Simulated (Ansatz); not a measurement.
Input of an Ansatz 0.2.0 run:

File input.yaml:

```yaml
crystal:
  lattice:
    - [0.0, 2.0859016414, 2.0859016414]
    - [2.0859016414, 0.0, 2.0859016414]
    - [2.0859016414, 2.0859016414, 0.0]
  atoms:
    - { symbol: Ni, position: [0.0, 0.0, 0.0], spin: -0.04 }
    - { symbol: O, position: [0.5, 0.5, 0.5] }
hamiltonian:
  xc: rpbe
  pseudopotentials: { kind: nc, source: spms }
  hubbard:
    sites: [{ species: Ni, l: d, u_eff: 3.0 }]
    projectors: ortho-atomic
    double_counting: amf
magnetization:
  spin_polarized: true
kpoints:
  mp_grid: { grid: [10, 10, 10] }
scf:
  occupations: { method: gaussian, width: 0.1 }
phonons:
  method: dfpt
  qmesh: [2, 2, 2]
  temperatures: { t_max: 1000, t_step: 100 }
  qpath:
    path:
      - [[0.0, 0.0, 0.0], [0.5, 0.0, 0.5], [0.5, 0.25, 0.75], [0.375, 0.375, 0.75], [0.0, 0.0, 0.0], [0.5, 0.5, 0.5], [0.625, 0.25, 0.625], [0.5, 0.25, 0.75], [0.5, 0.5, 0.5], [0.375, 0.375, 0.75]]
      - [[0.625, 0.25, 0.625], [0.5, 0.0, 0.5]]
    npoints: 8
```

Potentials or basis: SPMS NC.

Run with:

```console
$ ansatz run input.yaml --threads 1 --pin off --max-ram 2560MiB --backend cpu --events-out ev --progress --plain --runs-dir out
```

Estimate the electronic dielectric tensor (diagonal).

6.14.

Estimate the Born charges (mean of the diagonal).

Ni +2.52; O -2.52 e.

What does it give for the band gap on the k mesh?

0.68 eV, indirect (least direct gap 1.47 eV).

Predict the highest phonon frequency, LO-TO splitting left out.

549 cm⁻¹.

What does it give for the site moments?

Ni -1.67; O -0.26 μB.

Born effective charge tensors (e):
atom 1, Ni
```
2.52 0.00 0.00
0.00 2.52 0.00
0.00 0.00 2.52
```
atom 2, O
```
-2.52  0.00  0.00
 0.00 -2.52  0.00
 0.00  0.00 -2.52
```

Caveat: the magnetic or orbital state may not be the lowest; the gap is small at this level, which inflates the dielectric constant; the q mesh is small, so phonon branches between its points and thermal values are rough; a cell with one magnetic atom can't hold antiferromagnetic order, which such compounds often take. A k mesh can miss the band edges.
